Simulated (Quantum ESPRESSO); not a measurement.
Runs of Quantum ESPRESSO 7.5 on Mg. It takes space group P6_3/mmc (No. 194, hexagonal). The conventional cell has a = 3.209 Å, b = 3.209 Å, c = 5.210 Å, α = 90.00°, β = 90.00°, γ = 120.00°. Around Mg (site symmetry -6m2) lie 12 Mg at 3.20 to 3.21 Å. 

```csv
task,level,potentials or basis,cell,k mesh,cutoff (eV),smearing,q mesh for exact exchange,cutoff for exact exchange,SCF threshold,rVV10 parameter b,mesh quality,gap on the mesh (eV),pressure (GPa)
phonons,rPW86PBE+rVV10,SSSP 1.3 efficiency PBE,relaxed,10 × 10 × 5,748,cold 0.2 eV,-,-,4e-10 Ry,6.3,not flagged,none,0.0
band structure,PBEsol,PseudoDojo 0.4.1 SR PBEsol standard,as given,10 × 10 × 5,1143,fermi-dirac 0.05 eV,-,-,4e-10 Ry,-,not flagged,none,-1.0
phonons,revPBE+D2,SSSP 1.3 efficiency PBE,as given,10 × 10 × 5,748,cold 0.272 eV,-,-,4e-10 Ry,-,not flagged,none,-5.7
single point,PBE,PseudoDojo 0.4 SR PBE stringent,as given,6 × 6 × 4,1143,fermi-dirac 0.05 eV,-,-,4e-10 Ry,-,coarse,none,(a)
```

Alike in all rows: no spin polarisation.

Problem. Estimate the missing entries.

Solution. (a) -0.4.

Caveats: some runs use coarse meshes; the mesh is thin for the phonons of a metal (some runs); the potentials were made for another functional, which shifts forces and pressure (some runs); pairwise dispersion overbinds metals, which lowers pressure and volume (some runs); the cell is more than 3 GPa from zero pressure, which shifts response properties (some runs).

A k mesh can miss the band edges.

A gap of «none» marks a metal or a gap under the smearing width.

Not every run made on this cell is shown here.
